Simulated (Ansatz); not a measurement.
C started at a second open point in 4H-SiC, 193 atoms, charge −2

All numbers come from Ansatz (PAW, plane waves, no spin–orbit coupling) at the single k point (¼, ¼, ¼) without its symmetry partners. The atoms were relaxed with PBEsol in a fixed cell; other functionals are single points on those atoms unless said otherwise. The valence top and gap of the host come from its small cell on a dense mesh, with the band extrema sought between the mesh points, lined up by the mean potential, PBEsol gap 2.12 eV, HSE06 gap 3.14 eV. The charge correction uses an assumed dielectric constant of 9.7.

Cell: a = 12.312 Å, b = 15.994 Å, c = 10.076 Å, α = 90.00°, β = 90.00°, γ = 90.00°.

Nearest atoms after relaxation, from the placed atom (for vacancies from the middle of the vacant sites): C at 1.47 Å, Si at 1.79 Å, Si at 1.81 Å, Si at 1.86 Å, C at 2.72 Å, C at 2.78 Å, C at 2.79 Å, Si at 2.84 Å.

Chemical potentials μ are those of reference phases of the elements at zero temperature by the same functional (the usual solids, diamond for C, grey Sn, and the molecules H2, N2, O2, F2, Cl2, Br2 and S8).

```tsv
functional	E(defect) − E(host) − Σ nμ + q·E_VBM (eV)	monopole (eV)	alignment (eV)	formation energy at E_F = VBM (eV)	moment (μB)	wall time, shared host
PBEsol	9.72	0.63	-0.08	10.27	0 (no spin)	43 s on NVIDIA GB300 (relaxation)
HSE06	11.43	0.63	-0.05	12.01	0 (no spin)	2 min on NVIDIA GB300
```

HSE06 one-electron levels near the gap (the ten most localised at most), from the host's valence top, not corrected for the charge's images:

| level (eV) | spin | filling | atoms sharing it | element of the atom with most weight |
| --- | --- | --- | --- | --- |
| -0.29 | both | 2.00 | 63.0 | spread |
| -0.11 | both | 2.00 | 93.8 | spread |
| -0.08 | both | 2.00 | 60.9 | spread |
| 0.29 | both | 2.00 | 13.8 | C |
| 1.26 | both | 2.00 | 9.8 | C |
| 1.97 | both | 2.00 | 8.0 | C |

All elements are taken at their own reference at once; growth conditions in equilibrium with the host shift these energies, by up to the host's formation enthalpy.

One k point and a cell of this size can leave errors of several tenths of an eV in such numbers.
